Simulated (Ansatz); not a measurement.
# Zinc, hcp under PBE: convergence with the Fermi-Dirac smearing

How small must the Fermi-Dirac smearing width be for energy and pressure to settle? The geometry was relaxed under PBE beforehand and stays fixed; 6 values are run, from 0.01 to 1.0 eV. Wanted are the values from which on the energy stays within 10 and 1 meV/atom, and the pressure within 0.5 GPa, of the narrowest run. Within the series other settings stay. Spin polarisation is left out.

Computed with Ansatz 0.2.0 (DFT PBE, plane waves with PAW, scalar-relativistic, unless a step says otherwise).

### 1 Starting point

The structure is hexagonal, space group P6_3/mmc (No. 194). Conventional cell: a = 2.656 Å, b = 2.656 Å, c = 4.962 Å, α = 90.00°, β = 90.00°, γ = 120.00°. Around Zn (site symmetry -6m2) lie 12 Zn at 2.66 to 2.92 Å.

Coordinates:

```xyz
2
Lattice="2.6556 0.0000 0.0000 -1.3278 2.2998 0.0000 0.0000 0.0000 4.9625" Properties=species:S:1:pos:R:3 pbc="T T T"
Zn    0.0000    1.5332    1.2406
Zn    1.3278    0.7666    3.7218
```

### 2 With a width of 0.01 eV

The run at 0.01 eV.

input.yaml

```yaml
crystal:
  lattice:
    - [2.6556370042, 0.0, 0.0]
    - [-1.3278185021, 2.2998491089, 0.0]
    - [0.0, 0.0, 4.962461604]
  atoms:
    - { symbol: Zn, position: [0.3333333333, 0.6666666667, 0.25] }
    - { symbol: Zn, position: [0.6666666667, 0.3333333333, 0.75] }
hamiltonian:
  xc: pbe
  pseudopotentials:
    kind: paw
    azcp:
      Zn: "pseudopotentials/Zn.paw.azcp"
basis:
  ecutwfc: 420
  fft_grid_basis: typed
kpoints:
  mp_grid: { grid: [14, 14, 7], shift: [0, 0, 0] }
magnetization:
  spin_polarized: false
scf:
  occupations: { method: fermi_dirac, width: 0.01 }
  lower_state_search: "off"
output:
  stress: true
```

On the command line:

```console
> ansatz run input.yaml --threads 1 --pin off --max-ram 3584MiB --backend cpu --events-out ev --progress --plain --runs-dir out
```

The program printed, shortened:

```text
[...]
Pseudopotentials: kind: paw
Pseudopotential: Zn, paw, valence charge 12, recommended cutoff 420 eV (normal), <dir>
Functional definition: PBE
[...]
Crystal: 2 atoms, lattice volume = 30.309 Å³
Basis set: ecut = 420 eV, 623 PW (Γ)
Bands: 16, of which v1, the nominal top of the filled ones, is band 12 counted from 1 (11 counted from 0)
Symmetry: 24 space group operations
Space group: P63/mmc (ITA 194), of the structure as read, at distance tolerance 3.1e-5 Å
k-points: 96 of 1372
[...]
SCF iter   1: F=—  HF=-6638.048947 eV  |F-HF|=—  |Δ(HF+E_count)|=         —  Δρ=1.30e-3  dr2=4.13e-4  ethr=1.77e-3  ⟨swp⟩=5.5  Hψ=7760  notcnv=0
[...]
SCF iter   6: F=-6638.049089 eV  HF=-6638.049089 eV  |F-HF|=6.62e-8  |Δ(HF+E_count)|=   1.23e-7  Δρ=1.69e-5  dr2=4.56e-8  ethr=4.17e-10  ⟨swp⟩=4.9  Hψ=5985  notcnv=0
[...]
SCF converged after 6 iterations
Free energy (F): -6638.049089 eV
[...]
E sigma→0 (E₀):  -6638.048804 eV
Entropy (-TS):   -0.000569 eV (-0.285 meV/atom)
Fermi energy:    11.025227 eV
[...]
--- Stress (GPa, compression-positive) ---
        0.779299      -0.000000       0.000000
       -0.000000       0.779299       0.000000
        0.000000       0.000000      -1.317102
  P = ⅓ Tr σ = 0.0805 GPa (0.805 kbar)
```

Run time: 3.5 s. Hardware: 1 thread of Intel Xeon Platinum 8259CL at 2.50GHz (Skylake/Cascade Lake), shared host; peak memory 0.51 GiB.

### 3 With a width of 0.03 eV

The run at 0.03 eV.

Edit input.yaml of step 2 so:

```diff
@@ -22,3 +22,3 @@
 scf:
-  occupations: { method: fermi_dirac, width: 0.01 }
+  occupations: { method: fermi_dirac, width: 0.03 }
   lower_state_search: "off"
```

On the command line:

```console
> ansatz run input.yaml --threads 1 --pin off --max-ram 3584MiB --backend cpu --events-out ev --progress --plain --runs-dir out
```

The program printed, shortened:

```text
[...]
Pseudopotentials: kind: paw
Pseudopotential: Zn, paw, valence charge 12, recommended cutoff 420 eV (normal), <dir>
Functional definition: PBE
[...]
Crystal: 2 atoms, lattice volume = 30.309 Å³
Basis set: ecut = 420 eV, 623 PW (Γ)
Bands: 16, of which v1, the nominal top of the filled ones, is band 12 counted from 1 (11 counted from 0)
Symmetry: 24 space group operations
Space group: P63/mmc (ITA 194), of the structure as read, at distance tolerance 3.1e-5 Å
k-points: 96 of 1372
[...]
SCF iter   1: F=—  HF=-6638.050372 eV  |F-HF|=—  |Δ(HF+E_count)|=         —  Δρ=1.24e-3  dr2=3.66e-4  ethr=1.77e-3  ⟨swp⟩=5.4  Hψ=7709  notcnv=0
[...]
SCF iter   6: F=-6638.050520 eV  HF=-6638.050520 eV  |F-HF|=5.24e-8  |Δ(HF+E_count)|=   9.85e-8  Δρ=1.50e-5  dr2=3.62e-8  ethr=4.17e-10  ⟨swp⟩=4.9  Hψ=5991  notcnv=0
[...]
SCF converged after 6 iterations
Free energy (F): -6638.050520 eV
[...]
E sigma→0 (E₀):  -6638.049265 eV
Entropy (-TS):   -0.002510 eV (-1.255 meV/atom)
Fermi energy:    11.044593 eV
[...]
--- Stress (GPa, compression-positive) ---
        0.650440       0.000000       0.000000
        0.000000       0.650440       0.000000
        0.000000       0.000000      -1.066026
  P = ⅓ Tr σ = 0.0783 GPa (0.783 kbar)
```

Run time: 3.1 s. Hardware: 1 thread of Intel Xeon Platinum 8259CL at 2.50GHz (Skylake/Cascade Lake), shared host; peak memory 0.5 GiB.

### 4 With a width of 0.2 eV

The run at 0.2 eV.

Edit input.yaml of step 3 so:

```diff
@@ -22,3 +22,3 @@
 scf:
-  occupations: { method: fermi_dirac, width: 0.03 }
+  occupations: { method: fermi_dirac, width: 0.2 }
   lower_state_search: "off"
```

On the command line:

```console
> ansatz run input.yaml --threads 1 --pin off --max-ram 3584MiB --backend cpu --events-out ev --progress --plain --runs-dir out
```

The program printed, shortened:

```text
[...]
Pseudopotentials: kind: paw
Pseudopotential: Zn, paw, valence charge 12, recommended cutoff 420 eV (normal), <dir>
Functional definition: PBE
[...]
Crystal: 2 atoms, lattice volume = 30.309 Å³
Basis set: ecut = 420 eV, 623 PW (Γ)
Bands: 16, of which v1, the nominal top of the filled ones, is band 12 counted from 1 (11 counted from 0)
Symmetry: 24 space group operations
Space group: P63/mmc (ITA 194), of the structure as read, at distance tolerance 3.1e-5 Å
k-points: 96 of 1372
[...]
SCF iter   1: F=—  HF=-6638.085455 eV  |F-HF|=—  |Δ(HF+E_count)|=         —  Δρ=1.14e-3  dr2=2.85e-4  ethr=1.77e-3  ⟨swp⟩=5.0  Hψ=7518  notcnv=0
[...]
SCF iter   6: F=-6638.085610 eV  HF=-6638.085610 eV  |F-HF|=1.12e-7  |Δ(HF+E_count)|=   2.53e-8  Δρ=2.41e-5  dr2=9.44e-8  ethr=4.17e-10  ⟨swp⟩=4.4  Hψ=5620  notcnv=0
[...]
SCF converged after 6 iterations
Free energy (F): -6638.085610 eV
[...]
E sigma→0 (E₀):  -6638.051538 eV
Entropy (-TS):   -0.068145 eV (-34.072 meV/atom)
Fermi energy:    11.091346 eV
[...]
--- Stress (GPa, compression-positive) ---
        0.418425       0.000000       0.000000
       -0.000000       0.418425       0.000000
        0.000000       0.000000       0.168789
  P = ⅓ Tr σ = 0.3352 GPa (3.352 kbar)
```

Wall time 3.9 s (1 thread of Intel Xeon Platinum 8259CL at 2.50GHz (Skylake/Cascade Lake), shared host); peak memory 0.5 GiB.

### 5 With a width of 0.3 eV

The run at 0.3 eV.

Edit input.yaml of step 4 so:

```diff
@@ -22,3 +22,3 @@
 scf:
-  occupations: { method: fermi_dirac, width: 0.2 }
+  occupations: { method: fermi_dirac, width: 0.3 }
   lower_state_search: "off"
```

On the command line:

```console
> ansatz run input.yaml --threads 1 --pin off --max-ram 3584MiB --backend cpu --events-out ev --progress --plain --runs-dir out
```

The program printed, shortened:

```text
band count auto-derived: 17 (N_el = 24.0; filled up to band 12; 16 by the electrons, moments and atoms)
[...]
Pseudopotentials: kind: paw
Pseudopotential: Zn, paw, valence charge 12, recommended cutoff 420 eV (normal), <dir>
Functional definition: PBE
[...]
Crystal: 2 atoms, lattice volume = 30.309 Å³
Basis set: ecut = 420 eV, 623 PW (Γ)
Bands: 17, of which v1, the nominal top of the filled ones, is band 12 counted from 1 (11 counted from 0)
Symmetry: 24 space group operations
Space group: P63/mmc (ITA 194), of the structure as read, at distance tolerance 3.1e-5 Å
k-points: 96 of 1372
[...]
SCF iter   1: F=—  HF=-6638.127902 eV  |F-HF|=—  |Δ(HF+E_count)|=         —  Δρ=1.26e-3  dr2=3.83e-4  ethr=1.77e-3  ⟨swp⟩=4.8  Hψ=7735  notcnv=0
[...]
SCF iter   7: F=-6638.128031 eV  HF=-6638.128031 eV  |F-HF|=8.38e-9  |Δ(HF+E_count)|=   3.33e-8  Δρ=6.83e-6  dr2=7.60e-9  ethr=4.17e-10  ⟨swp⟩=4.6  Hψ=5838  notcnv=0
[...]
SCF converged after 7 iterations
Free energy (F): -6638.128031 eV
[...]
E sigma→0 (E₀):  -6638.051425 eV
Entropy (-TS):   -0.153213 eV (-76.606 meV/atom)
Fermi energy:    11.089505 eV
[...]
--- Stress (GPa, compression-positive) ---
        0.726434       0.000000       0.000000
        0.000000       0.726434       0.000000
        0.000000       0.000000       0.454431
  P = ⅓ Tr σ = 0.6358 GPa (6.358 kbar)
```

Run time: 4.2 s. Hardware: 1 thread of Intel Xeon Platinum 8259CL at 2.50GHz (Skylake/Cascade Lake), shared host; peak memory 0.5 GiB.

### 6 With a width of 0.6 eV

The run at 0.6 eV.

Edit input.yaml of step 5 so:

```diff
@@ -22,3 +22,3 @@
 scf:
-  occupations: { method: fermi_dirac, width: 0.3 }
+  occupations: { method: fermi_dirac, width: 0.6 }
   lower_state_search: "off"
```

On the command line:

```console
> ansatz run input.yaml --threads 1 --pin off --max-ram 3584MiB --backend cpu --events-out ev --progress --plain --runs-dir out
```

The program printed, shortened:

```text
band count auto-derived: 18 (N_el = 24.0; filled up to band 12; 16 by the electrons, moments and atoms)
[...]
Pseudopotentials: kind: paw
Pseudopotential: Zn, paw, valence charge 12, recommended cutoff 420 eV (normal), <dir>
Functional definition: PBE
[...]
Crystal: 2 atoms, lattice volume = 30.309 Å³
Basis set: ecut = 420 eV, 623 PW (Γ)
Bands: 18, of which v1, the nominal top of the filled ones, is band 12 counted from 1 (11 counted from 0)
Symmetry: 24 space group operations
Space group: P63/mmc (ITA 194), of the structure as read, at distance tolerance 3.1e-5 Å
k-points: 96 of 1372
[...]
SCF iter   1: F=—  HF=-6638.367935 eV  |F-HF|=—  |Δ(HF+E_count)|=         —  Δρ=1.77e-3  dr2=9.32e-4  ethr=1.77e-3  ⟨swp⟩=4.4  Hψ=7539  notcnv=0
[...]
SCF iter   6: F=-6638.367945 eV  HF=-6638.367945 eV  |F-HF|=9.32e-8  |Δ(HF+E_count)|=   2.42e-8  Δρ=2.30e-5  dr2=8.70e-8  ethr=4.17e-10  ⟨swp⟩=4.6  Hψ=6016  notcnv=0
[...]
SCF converged after 6 iterations
Free energy (F): -6638.367945 eV
[...]
E sigma→0 (E₀):  -6638.037278 eV
Entropy (-TS):   -0.661335 eV (-330.667 meV/atom)
Fermi energy:    11.068781 eV
[...]
--- Stress (GPa, compression-positive) ---
        2.494518       0.000000       0.000000
        0.000000       2.494518       0.000000
        0.000000       0.000000       1.335802
  P = ⅓ Tr σ = 2.1083 GPa (21.083 kbar)
```

Wall time 4.3 s (1 thread of Intel Xeon Platinum 8259CL at 2.50GHz (Skylake/Cascade Lake), shared host); peak memory 0.51 GiB.

### 7 With a width of 1.0 eV

The run at 1.0 eV.

Edit input.yaml of step 6 so:

```diff
@@ -22,3 +22,3 @@
 scf:
-  occupations: { method: fermi_dirac, width: 0.6 }
+  occupations: { method: fermi_dirac, width: 1.0 }
   lower_state_search: "off"
```

On the command line:

```console
> ansatz run input.yaml --threads 1 --pin off --max-ram 3584MiB --backend cpu --events-out ev --progress --plain --runs-dir out
```

The program printed, shortened:

```text
band count auto-derived: 21 (N_el = 24.0; filled up to band 12; 16 by the electrons, moments and atoms)
[...]
Pseudopotentials: kind: paw
Pseudopotential: Zn, paw, valence charge 12, recommended cutoff 420 eV (normal), <dir>
Functional definition: PBE
[...]
Crystal: 2 atoms, lattice volume = 30.309 Å³
Basis set: ecut = 420 eV, 623 PW (Γ)
Bands: 21, of which v1, the nominal top of the filled ones, is band 12 counted from 1 (11 counted from 0)
Symmetry: 24 space group operations
Space group: P63/mmc (ITA 194), of the structure as read, at distance tolerance 3.1e-5 Å
k-points: 96 of 1372
[...]
SCF iter   1: F=—  HF=-6638.985236 eV  |F-HF|=—  |Δ(HF+E_count)|=         —  Δρ=2.79e-3  dr2=2.10e-3  ethr=1.77e-3  ⟨swp⟩=4.3  Hψ=8352  notcnv=0
[...]
SCF iter   7: F=-6638.984981 eV  HF=-6638.984981 eV  |F-HF|=1.07e-8  |Δ(HF+E_count)|=   1.38e-7  Δρ=7.47e-6  dr2=9.49e-9  ethr=4.17e-10  ⟨swp⟩=5.0  Hψ=6858  notcnv=0
[...]
SCF converged after 7 iterations
Free energy (F): -6638.984981 eV
[...]
E sigma→0 (E₀):  -6637.973905 eV
Entropy (-TS):   -2.022151 eV (-1011.076 meV/atom)
Fermi energy:    11.026025 eV
[...]
--- Stress (GPa, compression-positive) ---
        6.040178      -0.000000       0.000000
        0.000000       6.040178       0.000000
        0.000000       0.000000       3.436056
  P = ⅓ Tr σ = 5.1721 GPa (51.721 kbar)
```

Wall time 3.4 s (1 thread of Intel Xeon Platinum 8259CL at 2.50GHz (Skylake/Cascade Lake), shared host); peak memory 0.52 GiB.

### 8 The series

Energies count from the run at 0.01 eV.

```tsv
smearing (eV)	F (meV/atom)	E(σ → 0) (meV/atom)	P (GPa)	SCF cycles	CPU time
0.01	0.00	0.00	0.08	6	3.5 s
0.03	-0.72	-0.23	0.08	6	3.1 s
0.2	-18.26	-1.37	0.34	6	3.9 s
0.3	-39.47	-1.31	0.64	7	4.2 s
0.6	-159.43	5.76	2.11	6	4.3 s
1.0	-467.95	37.45	5.17	7	3.4 s
```

### 9 Results

| quantity | value |
| --- | --- |
| E(σ → 0) stays within 10 meV/atom of 0.01 eV | up to 0.6 eV |
| E(σ → 0) stays within 1 meV/atom | up to 0.03 eV |
| pressure stays within 0.5 GPa | up to 0.2 eV |
| pressure at 0.01 eV | 0.08 GPa |
| energy of a separate run on a finer mesh (22×22×11) | -5.9 meV/atom from 0.01 eV |

In words: The far end, 1.0 eV, lies +37.4 meV/atom and +5.1 GPa from the yardstick. The free energy F moves by -467.9 meV/atom over the range, and the estimate for σ → 0 by +37.4. In theory F falls as the square of the width under this scheme, but here the ratio is not steady: the mesh at narrow widths, or a density of states that varies over the wide ones, can both cause that. The mesh (14×14×7) is fixed, so the narrowest widths carry a k-point error of their own. The yardstick itself is unsettled by 5.9 meV/atom against the finer mesh, so the thresholds above hold only within this series, and wider smearing, which averages over more states, can land nearer the fine-mesh value than the narrowest does.
